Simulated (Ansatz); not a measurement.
Relaxation of AlCu3

Theory: DFT PBEsol, scalar-relativistic, plane waves, PAW in Ansatz. Run with 420 eV cutoff, 12×12×12 k-mesh, Gaussian smearing of 0.10 eV, no spin polarisation.

What was changed: relaxed at 20 GPa.

Other phases may be more stable at this pressure.

Command:

```bash
ansatz run input.yaml --threads 1 --pin off --max-ram 2560MiB --backend cpu --events-out ev --progress --plain --runs-dir out
```

Input:

```yaml
crystal:
  lattice:
    - [0.0, 2.7832621494, 2.7832621494]
    - [2.7832621494, 0.0, 2.7832621494]
    - [2.7832621494, 2.7832621494, 0.0]
  atoms:
    - { symbol: Al, position: [0.0, 0.0, 0.0] }
    - { symbol: Cu, position: [0.5, 0.5, 0.5] }
    - { symbol: Cu, position: [0.25, 0.25, 0.25] }
    - { symbol: Cu, position: [0.75, 0.75, 0.75] }
basis:
  ecutwfc: 420
kpoints:
  mp_grid: { grid: [12, 12, 12] }
hamiltonian:
  xc: pbesol
scf:
  occupations: { method: gaussian, width: 0.1 }
output:
  forces: true
  stress: true
  eigenvalues: true
relax:
  adjacent_minimum: "off"
  f_tol: 0.008
  max_steps: 50
  cell: { stress_tol: 0.08, p_target: 20.0 }
```

F is the free energy. Steps run on the plane waves of an earlier cell, but the last one, and at times one on the way, on a freshly chosen basis, so a repeated geometry can differ a little in energy. The relaxation lowers the enthalpy F + PV at the target pressure, so F itself can rise.

Steps:

```csv
step,F − F(1) (eV),largest force component (eV/Å),V (Å³/atom),P (GPa)
1,0.0000,0.000,10.780,20.65
2,-0.0088,0.000,10.798,20.26
3,-0.0147,0.000,10.809,20.00
4,-0.0147,0.000,10.809,20.00
```

Relaxed structure:

```cif
data_structure
_symmetry_space_group_name_H-M 'P 1'
_symmetry_Int_Tables_number 1
_cell_length_a 3.9397
_cell_length_b 3.9397
_cell_length_c 3.9397
_cell_angle_alpha 60.000
_cell_angle_beta 60.000
_cell_angle_gamma 60.000
_cell_volume 43.24
loop_
_atom_site_label
_atom_site_type_symbol
_atom_site_fract_x
_atom_site_fract_y
_atom_site_fract_z
_atom_site_occupancy
Al1 Al 0.00000 0.00000 0.00000 1
Cu1 Cu 0.50000 0.50000 0.50000 1
Cu2 Cu 0.25000 0.25000 0.25000 1
Cu3 Cu 0.75000 0.75000 0.75000 1
```

It takes space group Fm-3m (No. 225, cubic). Conventional cell: a = 5.572 Å, b = 5.572 Å, c = 5.572 Å, α = 90.00°, β = 90.00°, γ = 90.00°. Al (site symmetry m-3m) has 8 Cu at 2.41 Å as nearest neighbours. Around Cu (site symmetry m-3m) lie 8 Cu at 2.41 Å. Around Cu (site symmetry -43m) lie 4 Al at 2.41 Å and 4 Cu at 2.41 Å.

The run converged. Time: 18 s on 1 thread of Intel(R) Xeon(R) Platinum 8375C CPU @ 2.90GHz (Ice Lake) (shared host), peak memory 0.46 GiB.